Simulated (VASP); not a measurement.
# Sn (Fd-3m) in VASP: further runs, part 2 of 2

VASP 6.6.1. Earlier steps stand in the parts before.

## (4) Relaxation of cell and atoms, r2SCAN+rVV10

File run.py:

```python
from ase.calculators.vasp import Vasp
from ase.filters import FrechetCellFilter
from ase.io import read
from ase.optimize import BFGSLineSearch

atoms = read('Sn.xyz')
calc = Vasp(
    directory='calc',
    xc='r2scan+rvv10',
    pp='PBE',
    setups='gw',
    prec='Accurate',
    encut=630,
    ediff=1e-06,
    ismear=0,
    sigma=0.05,
    lreal=False,
    lasph=True,
    nelm=80,
    algo='Normal',
    isif=2,
    lwave=False,
    lcharg=False,
    lmixtau=True,
    kpts=[7, 7, 7],
    gamma=True,
)
atoms.calc = calc
opt = BFGSLineSearch(FrechetCellFilter(atoms), trajectory='relax.traj')
converged = opt.run(fmax=0.02, steps=40)
print('converged:', converged)

print('energy (eV):', atoms.get_potential_energy())
print('free energy (eV):', atoms.get_potential_energy(force_consistent=True))
print('forces (eV/A):')
print(atoms.get_forces())
print('stress (eV/A^3, Voigt):', atoms.get_stress())
print('Fermi level (eV):', calc.get_fermi_level())
print('cell (A, degrees):', atoms.cell.cellpar())
print('volume (A^3):', atoms.get_volume())
print('scaled positions:')
print(atoms.get_scaled_positions())
```

File Sn.xyz:

```xyz
2
Lattice="0.0000000000 3.2333428000 3.2333428000 3.2333428000 0.0000000000 3.2333428000 3.2333428000 3.2333428000 0.0000000000" Properties=species:S:1:pos:R:3 pbc="T T T"
Sn     4.8500142000      4.8500142000      4.8500142000
Sn     3.2333428000      3.2333428000      3.2333428000
```

Potentials or basis: VASP PAW PBE potentials, release 64 (Sn_d_GW).

The run is started by

```console
$ python run.py
```

What it wrote:

```text
<dir> UserWarning: vdW has been enabled, however no location for the vdw_kernel.bindat file has been specified. Set ASE_VASP_VDW environment variable to copy the vdW kernel.
  warnings.warn(
                Step[ FC]     Time          Energy          fmax
BFGSLineSearch:    0[  0]      -48.587680       0.3277
BFGSLineSearch:    1[  2]      -48.599436       0.0095
converged: True
energy (eV): -48.59928011
free energy (eV): -48.5994356
forces (eV/A):
[[ 0.  0.  0.]
 [-0. -0. -0.]]
stress (eV/A^3, Voigt): [ 0.00027325  0.00027325  0.00027325 -0.         -0.          0.        ]
Fermi level (eV): 3.51437922
cell (A, degrees): [ 4.62280136  4.62280136  4.62280136 60.         60.         60.        ]
volume (A^3): 69.85551523965425
scaled positions:
[[0.75 0.75 0.75]
 [0.5  0.5  0.5 ]]
```

OUTCAR:

```text
ENCUT = 630.000000
   BPARAM = 11.950000
   EDIFF = 1.00e-06
   METAGGA = R2SCAN
   PREC = Accurate
   ISIF = 2
   ISMEAR = 0
   NELM = 80
   LASPH = .TRUE.
   LREAL = .FALSE.

 ion  position               nearest neighbor table
   1  0.750  0.750  0.750-   2 2.83   2 2.83   2 2.83   2 2.83
   2  0.500  0.500  0.500-   1 2.83   1 2.83   1 2.83   1 2.83

  LATTYP: Found a face centered cubic cell.
 ALAT       =     6.5376283844

  Lattice vectors:

 A1 = (   0.0000000000,   3.2688141922,   3.2688141922)
 A2 = (   3.2688141922,   0.0000000000,   3.2688141922)
 A3 = (   3.2688141922,   3.2688141922,   0.0000000000)

Analysis of symmetry for initial positions (statically):
=====================================================================
 Subroutine PRICEL returns:
 Original cell was already a primitive cell.

 Routine SETGRP: Setting up the symmetry group for a
 face centered cubic supercell.

 Subroutine GETGRP returns: Found 48 space group operations
 (whereof 24 operations were pure point group operations)
 out of a pool of 48 trial point group operations.

The static configuration has the point symmetry T_d .
 The point group associated with its full space group is O_h .

[... 157 lines left out ...]

  energy without entropy =      -48.59912461  energy(sigma->0) =      -48.59928011

 E-fermi :   3.5144     XC(G=0):  -9.6017

 val. band max:        3.5038555283   @ k =   0.0000   0.0000   0.0000
 cond. band min:       3.5880679627   @ k =   0.4286   0.0000   0.0000
 fundamental gap:      0.0842124344
 Fermi energy:         3.5143792239

 k-point     1 :       0.0000    0.0000    0.0000
  band No.  band energies     occupation
      1     -18.8788      2.00000
      2     -18.8788      2.00000
      3     -18.8788      2.00000
      4     -18.8167      2.00000
      5     -18.8167      2.00000
      6     -18.5100      2.00000
[... 397 lines left out ...]
      5     -18.6820      2.00000
      6     -18.6496      2.00000
[... 10 lines left out ...]
     17       8.1893      0.00000
     18       8.1981      0.00000

------------------------ aborting loop because EDIFF is reached ----------------------------------------

  FORCE on cell =-STRESS in cart. coord.  units (eV):
  Direction    XX          YY          ZZ          XY          YZ          ZX
  --------------------------------------------------------------------------------------
  -------------------------------------------------------------------------------------
  Total       -0.0190884     -0.0190884     -0.0190884      0.0000000      0.0000000      0.0000000
  in kB       -0.4378027     -0.4378027     -0.4378027      0.0000000      0.0000000      0.0000000
  external PRESSURE =      -0.4378027 kB  Pullay stress =       0.0000000 kB

 VOLUME and BASIS-vectors are now :
 -----------------------------------------------------------------------------
  energy-cutoff  :      630.00
  volume of cell :       69.86
      direct lattice vectors                 reciprocal lattice vectors
     0.000000000  3.268814192  3.268814192    -0.152960667  0.152960667  0.152960667
     3.268814192  0.000000000  3.268814192     0.152960667 -0.152960667  0.152960667
     3.268814192  3.268814192  0.000000000     0.152960667  0.152960667 -0.152960667

 POSITION                                       TOTAL-FORCE (eV/Angst)
 -----------------------------------------------------------------------------------
      4.90322      4.90322      4.90322         0.000000      0.000000      0.000000
      3.26881      3.26881      3.26881        -0.000000     -0.000000     -0.000000
 -----------------------------------------------------------------------------------
    total drift:                               -0.000000     -0.000000      0.000000

  FREE ENERGIE OF THE ION-ELECTRON SYSTEM (eV)
  ---------------------------------------------------
  free  energy   TOTEN  =       -48.5994356005 eV

  energy  without entropy=      -48.5991246141  energy(sigma->0) =      -48.59928011
```

INCAR:

```text
ENCUT = 630.000000
SIGMA = 0.050000
BPARAM = 11.950000
CPARAM = 0.009300
EDIFF = 1.00e-06
ALGO = Normal
METAGGA = R2SCAN
PREC = Accurate
ISIF = 2
ISMEAR = 0
NELM = 80
LASPH = .TRUE.
LCHARG = .FALSE.
LUSE_VDW = .TRUE.
LWAVE = .FALSE.
LMIXTAU = .TRUE.
LREAL = .FALSE.
```

Wall time 12 min (1 thread of AMD EPYC 9R45 (Zen 5), shared host); peak memory 0.47 GiB.

Results:

- Free energy: -48.5994 eV
- Relaxed volume: 34.93 Å³/atom
- Relaxed cell: a = 4.623 Å, b = 4.623 Å, c = 4.623 Å, α = 60.00°, β = 60.00°, γ = 60.00°
- Space group after relaxing (to 0.05 Å): Fd-3m (No. 227)
- Energy gained by relaxing: 5.9 meV/atom
- Ionic steps: 2
- Pressure after relaxing: 0.0 GPa
- Band gap on the k mesh: none (metal or under the smearing width)

Step by step:
```csv
step,energy change (eV),largest force (eV/Å),pressure (GPa),volume (Å³)
1,0.0000,0.0000,1.55,67.61
2,-0.0117,0.0000,-0.04,69.86
```

Final structure:
```cif
data_structure
_symmetry_space_group_name_H-M 'P 1'
_symmetry_Int_Tables_number 1
_cell_length_a 4.6228
_cell_length_b 4.6228
_cell_length_c 4.6228
_cell_angle_alpha 60.000
_cell_angle_beta 60.000
_cell_angle_gamma 60.000
_cell_volume 69.86
loop_
_atom_site_label
_atom_site_type_symbol
_atom_site_fract_x
_atom_site_fract_y
_atom_site_fract_z
_atom_site_occupancy
Sn1 Sn 0.75000 0.75000 0.75000 1
Sn2 Sn 0.50000 0.50000 0.50000 1
```

Levels at points of the mesh, in eV from the Fermi level:
| k point | band 12 | band 13 | band 14 | band 15 | band 16 | band 17 |
| --- | --- | --- | --- | --- | --- | --- |
| (0.00, 0.00, 0.00) | -0.55 | -0.01 | -0.01 | -0.01 | 2.19 | 2.19 |

Caveat: the PAW data sets were made with another functional, which shifts forces and pressure a little; pairwise dispersion overbinds metals, which lowers pressure and volume.

## (5) Single point, revPBE+D2

File run.py:

```python
from ase.calculators.vasp import Vasp
from ase.dft.bandgap import bandgap
from ase.io import read

atoms = read('Sn.cif')
calc = Vasp(
    directory='calc',
    xc='revpbe',
    pp='PBE',
    setups='minimal',
    pp_version='54',
    prec='Accurate',
    encut=500,
    ediff=1e-06,
    ismear=1,
    sigma=0.2,
    lreal=False,
    lasph=True,
    nelm=100,
    algo='Fast',
    isif=2,
    lwave=False,
    lcharg=False,
    ivdw=1,
    kpts=[7, 7, 7],
    gamma=True,
)
atoms.calc = calc

print('energy (eV):', atoms.get_potential_energy())
print('free energy (eV):', atoms.get_potential_energy(force_consistent=True))
print('forces (eV/A):')
print(atoms.get_forces())
print('stress (eV/A^3, Voigt):', atoms.get_stress())
print('Fermi level (eV):', calc.get_fermi_level())
gap, top, bottom = bandgap(calc)
print('band gap (eV):', gap, 'from (spin, k, band)', top, 'to', bottom)
```

File Sn.cif:

```cif
data_Sn
_cell_length_a 4.57263724
_cell_length_b 4.57263724
_cell_length_c 4.57263724
_cell_angle_alpha 60.00000000
_cell_angle_beta 60.00000000
_cell_angle_gamma 60.00000000
_space_group_name_H-M_alt 'P1'
_space_group_name_Hall 'P 1'
_space_group_IT_number 1
loop_
_space_group_symop_operation_xyz
'x,y,z'
loop_
_atom_site_label
_atom_site_type_symbol
_atom_site_symmetry_multiplicity
_atom_site_Wyckoff_symbol
_atom_site_fract_x
_atom_site_fract_y
_atom_site_fract_z
_atom_site_occupancy
Sn1 Sn 1 a 0.7500000000 0.7500000000 0.7500000000 1
Sn2 Sn 1 a 0.5000000000 0.5000000000 0.5000000000 1
```

Potentials or basis: VASP PAW PBE potentials, release 54 (Sn).

The run is started by

```console
$ python run.py
```

It took 13 s on 1 thread of Intel Xeon Platinum 8488C (Sapphire Rapids), shared host; peak memory 0.2 GiB.

It converged, with:

```yaml
Free_energy: -8.1941 eV
Pressure: -0.3 GPa
Band_gap_on_the_k_mesh: none (metal or under the smearing width)
Dispersion_energy_per_atom: -0.602 eV
```

Levels at points of the mesh, in eV from the Fermi level:
| k point | band 1 | band 2 | band 3 | band 4 | band 5 | band 6 | band 7 | band 8 |
| --- | --- | --- | --- | --- | --- | --- | --- | --- |
| (0.00, 0.00, 0.00) | -10.65 | -0.47 | 0.09 | 0.09 | 0.09 | 2.17 | 2.17 | 2.17 |

Caveat: atom-pairwise D2, TS and ULG terms overbind metals; the PAW data sets were made with another functional, which shifts forces and pressure a little; pairwise dispersion overbinds metals, which lowers pressure and volume.

## (6) Single point, TPSS+D3(BJ)

run.py: that of step 5 with these lines changed.

```diff
@@ -4,24 +4,27 @@
 
-atoms = read('Sn.cif')
+atoms = read('POSCAR')
 calc = Vasp(
     directory='calc',
-    xc='revpbe',
+    xc='tpss',
     pp='PBE',
-    setups='minimal',
-    pp_version='54',
+    setups='materialsproject',
     prec='Accurate',
-    encut=500,
-    ediff=1e-06,
-    ismear=1,
-    sigma=0.2,
+    encut=520,
+    ediff=1e-07,
+    ismear=-1,
+    sigma=0.05,
     lreal=False,
     lasph=True,
-    nelm=100,
-    algo='Fast',
+    nelm=60,
+    algo='Normal',
     isif=2,
     lwave=False,
-    lcharg=False,
-    ivdw=1,
+    lcharg=True,
+    lmixtau=True,
+    ivdw=12,
+    lelf=True,
+    lvhar=True,
     kpts=[7, 7, 7],
     gamma=True,
+    nbands=21,
 )
```

File POSCAR:

```
Sn
1.0
    0.0000000000      3.2333428000      3.2333428000
    3.2333428000      0.0000000000      3.2333428000
    3.2333428000      3.2333428000      0.0000000000
Sn
2
Direct
    0.7500000000      0.7500000000      0.7500000000
    0.5000000000      0.5000000000      0.5000000000
```

Potentials or basis: VASP PAW PBE potentials, release 64 (Sn_d).

The run is started by

```console
$ python run.py
```

What it wrote:

```text
energy (eV): -24.707864909999998
free energy (eV): -24.70872591
forces (eV/A):
[[-0. -0. -0.]
 [ 0.  0.  0.]]
stress (eV/A^3, Voigt): [-0.00277972 -0.00277972 -0.00277972  0.         -0.         -0.        ]
Fermi level (eV): 5.7418832
band gap (eV): 0.0 from (spin, k, band) (None, None, None) to (None, None, None)
```

OUTCAR:

```text
ENCUT = 520.000000
   EDIFF = 1.00e-07
   METAGGA = TPSS
   PREC = Accurate
   ISIF = 2
   ISMEAR = -1
   NELM = 60
[... 702 lines left out ...]
      4.85001      4.85001      4.85001        -0.000000     -0.000000     -0.000000
      3.23334      3.23334      3.23334         0.000000      0.000000      0.000000
 -----------------------------------------------------------------------------------
    total drift:                                0.000000      0.000000      0.000000

  FREE ENERGIE OF THE ION-ELECTRON SYSTEM (eV)
  ---------------------------------------------------
  free  energy   TOTEN  =       -24.7087259082 eV

  energy  without entropy=      -24.7070038989  energy(sigma->0) =      -24.70786490
```

INCAR:

```text
ENCUT = 520.000000
SIGMA = 0.050000
EDIFF = 1.00e-07
ALGO = Normal
METAGGA = TPSS
PREC = Accurate
ISIF = 2
ISMEAR = -1
NBANDS = 21
NELM = 60
IVDW = 12
LASPH = .TRUE.
LCHARG = .TRUE.
LELF = .TRUE.
LVHAR = .TRUE.
LWAVE = .FALSE.
LMIXTAU = .TRUE.
LREAL = .FALSE.
```

Run time: 2.1 min. Hardware: 1 thread of Intel Xeon Platinum 8488C (Sapphire Rapids), shared host; peak memory 0.22 GiB.

What came out:

* Free energy: -24.7087 eV
* Pressure: 0.4 GPa
* Band gap on the k mesh: none (metal or under the smearing width)
* Dispersion energy per atom: -0.466 eV

Caveat: the PAW data sets were made with another functional, which shifts forces and pressure a little; pairwise dispersion overbinds metals, which lowers pressure and volume.

## (7) The runs side by side

```tsv
task	level	potentials or basis	cell	cutoff (eV)	smearing	optimiser	other keys	gap on the mesh (eV)	pressure (GPa)
single point	PBEsol	VASP PAW PBE potentials, release 64 (Sn_d)	as given	520	gaussian 0.05 eV	-	-	none	1.5
relaxation of cell and atoms	r2SCAN+rVV10	VASP PAW PBE potentials, release 64 (Sn_d_GW)	relaxed	630	gaussian 0.05 eV	BFGSLineSearch	-	none	0.0
single point	revPBE+D2	VASP PAW PBE potentials, release 54 (Sn)	as given	500	methfessel-paxton 0.2 eV	-	ISMEAR = 1; SIGMA = 0.2	none	-0.3
single point	TPSS+D3(BJ)	VASP PAW PBE potentials, release 64 (Sn_d)	as given	520	fermi-dirac 0.05 eV	-	-	none	0.4
```

Alike in all rows: no spin polarisation; k mesh 7 × 7 × 7.

Caveats: the PAW data sets were made with another functional, which shifts forces and pressure a little; pairwise dispersion overbinds metals, which lowers pressure and volume (some runs); atom-pairwise D2, TS and ULG terms overbind metals (some runs).

Total energies depend on the potentials used, so only differences within one code and one set of settings carry meaning.
